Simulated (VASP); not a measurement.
MgI2: equation of state with PBEsol

Crystal: MgI2.

```
I Mg
1.0
     4.12689    0.00000    0.00000
    -2.06344    3.57399    0.00000
     0.00000    0.00000    7.02410
I Mg
2 1
Cartesian
  2.0634 1.1913 5.3537
  0.0000 2.3827 1.6704
  0.0000 0.0000 0.0000
```

```json
{"Program": "VASP 6.6.1", "Task": "equation of state", "Functional": "PBEsol", "Potentials or basis": "VASP PAW PBE potentials, release 64 (I, Mg)", "Cutoff": "520 eV", "k mesh": "8 × 8 × 4", "Occupations": "gaussian, width 0.02 eV", "Spin": "no spin polarisation"}
```

```yaml
Equilibrium_volume: 34.54 Å³/atom
Bulk_modulus_at_fixed_shape_and_positions: 30 GPa
Pressure_derivative_of_the_bulk_modulus: "4.4 (rough: it moves with the points fitted)"
```

Energy against volume, from the lowest point:
```tsv
volume (Å³/atom)	energy (meV/atom)
33.153	5.61
33.843	1.35
34.534	0.00
35.225	1.25
35.915	4.83
```

All runs of the series together: 3.3 min on 1 thread of Intel(R) Xeon(R) Platinum 8488C (Sapphire Rapids), on a shared host.

Caveat: the cell was scaled at fixed shape and fractional positions, which overstates the stiffness of a crystal with free parameters, most of all of layers and chains; the PAW data sets were made with another functional, which shifts forces and pressure a little; this functional lacks dispersion, which binds the layers, so the pressure and a relaxed spacing across them are unreliable. Spin-orbit coupling is left out, which matters for the levels of I.
